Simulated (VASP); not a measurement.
Input of a VASP 6.6.1 run:

Contents of INCAR:

```
SYSTEM = TiB2
PREC = Accurate
ENCUT = 400
EDIFF = 1E-7
ISMEAR = 0
SIGMA = 0.1
LREAL = .False.
LASPH = .True.
NELM = 80
ALGO = Normal
ISIF = 2
LWAVE = .False.
LCHARG = .False.
GGA = PE
NBANDS = 16
```

The input KPOINTS:

```
Automatic mesh
0
Gamma
  12 12 10
  0 0 0
```

POSCAR

```
TiB2
1.0
    3.0292000000      0.0000000000      0.0000000000
   -1.5146000000      2.6233641500      0.0000000000
    0.0000000000      0.0000000000      3.2284000000
Ti B
1 2
Direct
    0.0000000000      0.0000000000      0.0000000000
    0.3333333300      0.6666666700      0.5000000000
    0.6666666700      0.3333333300      0.5000000000
```

Potentials or basis: VASP PAW PBE potentials, release 64 (Ti_sv, B).

Run with:

```bash
$ cat potpaw_PBE.64/Ti_sv/POTCAR potpaw_PBE.64/B/POTCAR > POTCAR
$ mpirun -np 1 vasp_std > vasp.out
```

Problem. Estimate the pressure.

Solution. 0.1 GPa.

Problem. Predict the band gap on the k mesh.

Solution. None (metal or under the smearing width).

Stress tensor (GPa, compression positive):
```
 0.39  0.00  0.00
 0.00  0.39  0.00
 0.00  0.00 -0.42
```
